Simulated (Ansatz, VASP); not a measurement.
# AlN (honeycomb AlN, 2 layers, AB' stacking) in two plane-wave programs

One calculation is typed for both programs; each brings its own data sets. How far apart do they land? The structure shown is the start of the Ansatz relaxation below; VASP solves that cell, so the two are compared at the walk's first step.

Program: Ansatz 0.2.0. Level of theory: plane waves, with VASP 6.6.1 beside it; single point at PBE with D3(BJ). Results are calculated unless marked as measured.

## Step 1: Starting point

The cell holds 4 atoms: 2 N and 2 Al. Its edges and angles: a = 3.130 Å, b = 3.130 Å, c = 20.300 Å, α = 90.0°, β = 90.0°, γ = 120.0°. Vacuum lies along c.

## Step 2: Ansatz: relaxation, PBE with D3(BJ)

Ansatz runs on its default PAW (the set named soft_2) files.

The two programs are compared at the cell with which this relaxation starts, whose forces are those of its first step.

input.yaml

```yaml
crystal:
  lattice:
    - [3.13, 0.0, 0.0]
    - [-1.565, 2.7106595138, 0.0]
    - [0.0, 0.0, 20.3]
  atoms:
    - { symbol: "N", position: [0.6666666667, 0.3333333333, 0.4187192118] }
    - { symbol: Al, position: [0.3333333333, 0.6666666667, 0.4187192118] }
    - { symbol: "N", position: [0.6666666667, 0.3333333333, 0.5812807882] }
    - { symbol: Al, position: [0.0, 0.0, 0.5812807882] }
kpoints:
  mp_grid: { grid: [12, 12, 1] }
hamiltonian:
  xc: pbe
  dispersion: d3bj
scf:
  occupations: { method: fermi_dirac, width: 0.05 }
  convergence: { dr2_threshold: 1.0e-08 }
efield:
  axis: 3
  dipole_correction: true
  ramp_position: 0.97
  ramp_width: 0.04
relax:
  f_tol: 0.01
  cell: { fix: [c, alpha, beta] }
output:
  write_potential: true
  write_density: true
  volumetric_format: npy
```

Launch:

```
$ ansatz run input.yaml --threads 4 --pin off --max-ram 8192MiB --backend cpu --events-out ev --progress --plain --runs-dir out
```

Numbers of over 12 decimals in the logs are rounded to 6 here.

What it wrote:

```text
Warning: relax.cell: scf.convergence.dr2_threshold = 1e-8 eV is looser than the 4e-10 eV advised for a relaxation that steers and ends on the stress (1e-10 eV for each atom of the cell: 4). What an SCF threshold leaves in a stress goes as its square root, and in the free energy as the threshold itself, and one threshold admits the most on a small cell: [figures from the program's tests cut] Set scf.convergence.dr2_threshold to 4e-10 eV or tighter. The threshold is an SCF's pass mark: one that does not reach it within its budget of iterations ends unconverged, or closes short of it on a stop that the run arms, and scf.convergence.dr2_threshold's page says what that costs each kind of run
Engine: ansatz 0.2.0, aarch64-unknown-linux-gnu
Pseudopotentials: kind: paw
Pseudopotential: N, paw, valence charge 5, recommended cutoff 420 eV (normal), N.paw.azcp
Pseudopotential: Al, paw, valence charge 3, recommended cutoff 420 eV (normal), Al.paw.azcp
Functional definition: PBE
  parameter kappa = 0.804
  parameter beta = 0.066725
  exchange = pbe_x(kappa = kappa, mu = beta*pi^2/3)
  correlation = pbe_c(beta = beta)
Crystal: 4 atoms, lattice volume = 172.233 Å³
Basis set: ecut = 420 eV, 3343 PW (Γ), exchange–correlation on 48×48×288 points (8 copies of the dense FFT grid, shifted against one another)
Bands: 12, of which v1, the nominal top of the filled ones, is band 8 counted from 1 (7 counted from 0)
Symmetry: 6 space group operations
k-points: 19 of 144 (time reversal used)
Non-local potential: N, projectors of the file, l = 0: 2, l = 1: 2, l = 2: 1
Non-local potential: Al, projectors of the file, l = 0: 2, l = 1: 2, l = 2: 1
PAW form: soft (Blöchl's): semilocal exchange-correlation on the pseudo side does not see the compensation charge
PAW one-centre angular grid: N, 110 points (default); XC on 64 Gauss nodes
PAW one-centre angular grid: Al, 110 points (default); XC on 64 Gauss nodes
Initial density: superposition of atomic densities (neutral atoms: chi_scale 0, normalization atom), corrected by the library's trained network
Initial wavefunctions: pseudopotential atomic-orbital guess
Functional: x = pbe(κ = 0.804, μ = 0.219515), c = pbe(β = 0.066725)
SCF iter   1: F=—  HF=-1846.914080 eV  |F-HF|=—  |Δ(HF+E_count)|=         —  Δρ=2.00e-3  dr2=2.73e-2  ethr=1.77e-3  p=-0.000 e·Å  D=-1.43e-5 V/Å  ΔV_dip=0.00 eV  dr2_dipole=9.26e-11  V_vac-E_F(+/−)=3.68/3.68 eV  ⟨swp⟩=7.4  Hψ=1781  notcnv=0
efield: sawtooth ramp at fractional position 0.9700 (set: `efield.ramp_position`, or a place that a band, a saddle search or an elastic batch's reference lends), width 0.0400; the density the first Hamiltonian is built on has a dipole p = -0.000 e·Å; the dipole correction subtracts the counter field D = -1.43e-5 V/Å, which shifts the + side's vacuum level by +0.00 eV against the − side's; the planar-averaged density in the ramp window peaks in size at 4.6e-6 e/Å³
preconditioner: auto → none  [insulator: Δε(μ)=2.082 eV  Ē_g=10.523 eV  σ=0.050 eV  W_gap=1.00  n_scr=10 (ndim 8)  ℏωp=11.3 eV  f_vac=0.615  D(μ)=0.00/eV (n_scr^D=0)  ε∞_Penn≈2.2]
SCF iter   2: F=—  HF=-1846.911849 eV  |F-HF|=—  |Δ(HF+E_count)|=   2.23e-3  Δρ=1.15e-3  dr2=9.16e-3  ethr=1.71e-4  p=-0.000 e·Å  D=-7.34e-6 V/Å  ΔV_dip=0.00 eV  dr2_dipole=2.50e-12  V_vac-E_F(+/−)=3.95/3.95 eV  ⟨swp⟩=2.5  Hψ=563  notcnv=0
SCF iter   3: F=—  HF=-1846.909725 eV  |F-HF|=—  |Δ(HF+E_count)|=   2.12e-3  Δρ=5.77e-4  dr2=3.26e-4  ethr=5.72e-5  p=-0.000 e·Å  D=-7.11e-6 V/Å  ΔV_dip=0.00 eV  dr2_dipole=8.89e-11  V_vac-E_F(+/−)=3.85/3.85 eV  ⟨swp⟩=2.0  Hψ=378  notcnv=0
SCF iter   4: F=—  HF=-1846.910297 eV  |F-HF|=—  |Δ(HF+E_count)|=   5.72e-4  Δρ=2.08e-4  dr2=6.97e-5  ethr=2.04e-6  p=0.000 e·Å  D=8.34e-6 V/Å  ΔV_dip=-0.00 eV  dr2_dipole=4.43e-10  V_vac-E_F(+/−)=3.87/3.87 eV  ⟨swp⟩=2.4  Hψ=425  notcnv=0
SCF iter   5: F=—  HF=-1846.910082 eV  |F-HF|=—  |Δ(HF+E_count)|=   2.15e-4  Δρ=3.16e-5  dr2=2.53e-6  ethr=4.36e-7  p=-0.000 e·Å  D=-1.49e-6 V/Å  ΔV_dip=0.00 eV  dr2_dipole=4.30e-11  V_vac-E_F(+/−)=3.87/3.87 eV  ⟨swp⟩=2.0  Hψ=379  notcnv=0
SCF iter   6: F=—  HF=-1846.910078 eV  |F-HF|=—  |Δ(HF+E_count)|=   4.28e-6  Δρ=1.25e-5  dr2=1.71e-7  ethr=1.58e-8  p=0.000 e·Å  D=3.12e-6 V/Å  ΔV_dip=-0.00 eV  dr2_dipole=6.52e-11  V_vac-E_F(+/−)=3.87/3.87 eV  ⟨swp⟩=2.6  Hψ=368  notcnv=0
SCF iter   7: F=—  HF=-1846.910078 eV  |F-HF|=—  |Δ(HF+E_count)|=   4.02e-7  Δρ=2.94e-6  dr2=1.85e-8  ethr=1.07e-9  p=-0.000 e·Å  D=-7.18e-6 V/Å  ΔV_dip=0.00 eV  dr2_dipole=5.32e-10  V_vac-E_F(+/−)=3.88/3.88 eV  ⟨swp⟩=2.1  Hψ=353  notcnv=0
[...]
SCF iter   2: F=—  HF=-1846.962937 eV  |F-HF|=—  |Δ(HF+E_count)|=   2.30e-4  Δρ=1.92e-4  dr2=4.82e-4  ethr=6.94e-6  p=-0.000 e·Å  D=-1.22e-5 V/Å  ΔV_dip=0.00 eV  dr2_dipole=8.86e-10  V_vac-E_F(+/−)=4.01/4.01 eV  ⟨swp⟩=2.1  Hψ=336  notcnv=0
SCF iter   3: F=—  HF=-1846.962827 eV  |F-HF|=—  |Δ(HF+E_count)|=   1.10e-4  Δρ=1.31e-4  dr2=2.52e-5  ethr=3.01e-6  p=0.000 e·Å  D=1.26e-6 V/Å  ΔV_dip=-0.00 eV  dr2_dipole=2.95e-11  V_vac-E_F(+/−)=3.98/3.98 eV  ⟨swp⟩=2.2  Hψ=322  notcnv=0
SCF iter   4: F=—  HF=-1846.962603 eV  |F-HF|=—  |Δ(HF+E_count)|=   2.24e-4  Δρ=3.08e-5  dr2=8.50e-7  ethr=1.58e-7  p=-0.000 e·Å  D=-5.94e-6 V/Å  ΔV_dip=0.00 eV  dr2_dipole=1.78e-10  V_vac-E_F(+/−)=3.98/3.98 eV  ⟨swp⟩=2.2  Hψ=353  notcnv=0
SCF iter   5: F=—  HF=-1846.962606 eV  |F-HF|=—  |Δ(HF+E_count)|=   2.62e-6  Δρ=1.75e-5  dr2=5.64e-7  ethr=5.32e-9  p=0.000 e·Å  D=1.16e-5 V/Å  ΔV_dip=-0.00 eV  dr2_dipole=1.10e-9  V_vac-E_F(+/−)=3.97/3.97 eV  ⟨swp⟩=2.0  Hψ=372  notcnv=0
SCF iter   6: F=-1846.962606 eV  HF=-1846.962606 eV  |F-HF|=2.59e-9  |Δ(HF+E_count)|=   1.25e-7  Δρ=2.45e-6  dr2=6.95e-9  ethr=6.25e-11  p=-0.000 e·Å  D=-4.32e-6 V/Å  ΔV_dip=0.00 eV  dr2_dipole=8.35e-11  V_vac-E_F(+/−)=3.97/3.97 eV  ⟨swp⟩=7.4  Hψ=1558  notcnv=0
SCF 6 converged in 6 iterations: F = -1846.962606 eV  dr2 = 6.95e-9
relax step   6: F+E_penalty+E_count = -1846.96260571 eV  Δ(F+E_penalty+E_count) = -1.234e-4 eV  max|allowed force component| = 7.603e-4 eV/Å  Δτ_max = 0.0067 Å  P = -0.001 GPa  Ω = 171.035 Å³  energy of the carried Pulay correction = +6.255e-5 eV  fix = [c, alpha, beta]  reactions: c -0.000 GPa  (6 SCF iters, accepted)
iter 1 solved again at ethr=1.42e-7 eV; its pass at ethr=3.10e-3 eV (dr2=2.27e-5 eV) is discarded
SCF iter   1: F=—  HF=-1846.962806 eV  |F-HF|=—  |Δ(HF+E_count)|=         —  Δρ=3.02e-6  dr2=1.14e-8  ethr=1.42e-7  p=-0.000 e·Å  D=-4.32e-6 V/Å  ΔV_dip=0.00 eV  dr2_dipole=8.59e-11  V_vac-E_F(+/−)=3.97/3.97 eV  ⟨swp⟩=4.2  Hψ=2551  notcnv=0
efield: sawtooth ramp at fractional position 0.9700 (set: `efield.ramp_position`, or a place that a band, a saddle search or an elastic batch's reference lends), width 0.0400; the density the first Hamiltonian is built on has a dipole p = -0.000 e·Å; the dipole correction subtracts the counter field D = -4.32e-6 V/Å, which shifts the + side's vacuum level by +0.00 eV against the − side's; the planar-averaged density in the ramp window peaks in size at 1.2e-7 e/Å³
preconditioner: auto → none  [insulator: Δε(μ)=2.294 eV  Ē_g=10.580 eV  σ=0.050 eV  W_gap=1.00  n_scr=10 (ndim 8)  ℏωp=11.4 eV  f_vac=0.603  D(μ)=0.00/eV (n_scr^D=0)  ε∞_Penn≈2.2]
SCF iter   2: F=—  HF=-1846.962582 eV  |F-HF|=—  |Δ(HF+E_count)|=   2.25e-4  Δρ=2.14e-6  dr2=7.13e-9  ethr=6.25e-11  p=0.000 e·Å  D=2.42e-6 V/Å  ΔV_dip=-0.00 eV  dr2_dipole=8.09e-11  V_vac-E_F(+/−)=3.97/3.97 eV  ⟨swp⟩=8.8  Hψ=1958  notcnv=0
SCF iter   3: F=-1846.962582 eV  HF=-1846.962582 eV  |F-HF|=6.04e-10  |Δ(HF+E_count)|=   1.26e-9  Δρ=9.44e-7  dr2=5.91e-10  ethr=4.46e-11  p=-0.000 e·Å  D=-1.40e-6 V/Å  ΔV_dip=0.00 eV  dr2_dipole=1.63e-12  V_vac-E_F(+/−)=3.97/3.97 eV  ⟨swp⟩=5.7  Hψ=1354  notcnv=0
SCF 7 converged in 3 iterations: F = -1846.962582 eV  dr2 = 5.91e-10
relax step   7: F+E_penalty+E_count = -1846.96258182 eV  Δ(F+E_penalty+E_count) = +2.389e-5 eV  max|allowed force component| = 7.114e-4 eV/Å  Δτ_max = 0.0000 Å  P = -0.001 GPa  Ω = 171.035 Å³  fix = [c, alpha, beta]  reactions: c -0.000 GPa  stress off target by 1.35e-3 GPa on what of the cell is left free  SCF on the basis re-selected at this cell (its energy is not comparable with the rows above)  (3 SCF iters)
basis re-selected at this cell: Δ(F+E_penalty+E_count) = +2.389e-5 eV, ΔP = -0.000 GPa vs the last step (what re-selecting the basis moved, of the pressure what is left beyond the Pulay correction that the steps carried, after the strain that the cell walked since its last selection, with what the two solves' SCF thresholds leave and, on support functions, any second-order correction that the steps lacked; it is no m [...]
WARN: The output density's exchange-correlation potential varies sharply where the density is thin. Do not read a vacuum level from v_tot or v_xc, or from such a field of the output density. On a cell that repeats whose density bears no net charge and no dipole along the vacuum's axis use v_es (v_loc + v_h of the components); under efield.dipole_correction with no amplitude use v_es + v_field, which holds any externa [...]
SCF converged after 3 iterations
Free energy (F): -1846.962582 eV
Harris-Foulkes:  -1846.962582 eV  (|F-HF|=6.04e-10)
Internal energy: -1846.962582 eV  (E = F + TS)
E sigma→0 (E₀):  -1846.962582 eV
Fermi energy:    -0.923471 eV
Dipole field:    D = 0.000000 V/Å  (p = 0.000000 e·Å, saw-weighted, corrected)
Work function:   Φ+ = 3.9748 eV   Φ− = 3.9748 eV
Levels:          The Fermi level and band energies are counted from a zero that moves with the ramp; work functions are not
--- Per-component energies (eV) ---
  E_band       = -113.065719
  E_kinetic    = 312.172601
  E_local      = -4832.075540  (includes V_loc(G=0)·N_el)
  E_nonlocal   = 112.142699
  E_hartree    = 2276.305907
  E_xc         = -200.378660
  E_vxc        = -211.277198  (∫ρ·V_xc dr)
  E_paw        = -1190.456758  (= ΣΔE_a)
  E_vpaw       = -46.640486  (= ΣTr[D̂ρ^β])
  E_aug_tail   = 0.000189  (compensation charges beyond the density's cutoff)
  E_efield     = 0.000000  (sawtooth field / dipole correction)
  E_vefield    = -0.000001  (∫n·V_field dr)
  E_ewald      = 1675.844267
  E_disp       = -0.517286  (pairwise vdW)
  E_smearing   = -0.000000  (= −TS)
  E_closure    = 0.000000  (closes the sum)
  Σ components = -1846.962582   (vs F -1846.962582, Δ=0.00e0)
--- Forces (eV/Å), atoms counted from 1 ---
  atom   1  N      0.00000000    -0.00000000    -0.00071227
  atom   2  Al     0.00000000     0.00000000    -0.00041926
  atom   3  N      0.00000000     0.00000000     0.00068503
  atom   4  Al     0.00000000    -0.00000000     0.00044291
  max |Σ_I F_I| component: 3.59e-6 eV/Å
--- Stress (GPa, compression-positive) ---
       -0.001349       0.000000       0.000000
        0.000000      -0.001349      -0.000000
        0.000000      -0.000000      -0.000210
  P = ⅓ Tr σ = -0.0010 GPa (-0.010 kbar)
--- Band table (eV; the first three rows and the last of 19) ---
  k-point 0: bands = [... 4 lower, -3.0612, -3.0612, -3.0366, -3.0366, 0.1832, 1.6089, 2.7678, 3.4598]
  k-point 1: bands = [... 4 lower, -3.4605, -3.3892, -3.1179, -3.0914, 0.4739, 1.8166, 2.8938, 3.6624]
  k-point 2: bands = [... 4 lower, -4.2805, -3.7295, -3.2669, -3.2360, 1.1074, 2.2951, 3.2078, 4.0086]
  k-point 18: bands = [... 4 lower, -5.9380, -5.9380, -2.5623, -2.1105, 3.3794, 3.3794, 5.3458, 5.3459]
--- Relaxed structure (5 steps of the walk, 5 accepted, 2 SCFs on fresh bases) ---
  F+E_penalty+E_count = -1846.96258182 eV   max|allowed force component| = 7.114e-4 eV/Å   (the final SCF, on the basis selected at the relaxed cell)
  cell:  # Å, volume = 171.0346 Å³
    - [3.119095, -8.071142072877336e-19, 0]
    - [-1.559548, 2.701216, 0]
    - [0, 0, 20.3]
  atoms:
    - { symbol: N, position: [0.666667, 0.333333, 0.407514] }
    - { symbol: Al, position: [0.333333, 0.666667, 0.408058] }
    - { symbol: N, position: [0.666667, 0.333333, 0.592486] }
    - { symbol: Al, position: [-3.7499314873743434e-17, -1.850371707600889e-17, 0.591942] }
```

The column dr2 measures how far the density is from self-consistency, as an energy; F and HF (Harris–Foulkes) agree once it is small.

(Part 1 of 2 ends here.)

[Lines on the potential files, build, host, timing and source positions are cut from VASP's logs without a mark.]

[Logs are printed without paths, hosts, clocks, repeated set-up lines and the standing remarks that a program may print on its own settings, such as how far it seeks lower states.]

[Hosts, paths, dates, database ids (printed as entryN), source tags and the programs' standing remarks are cut or masked in the printed files.]
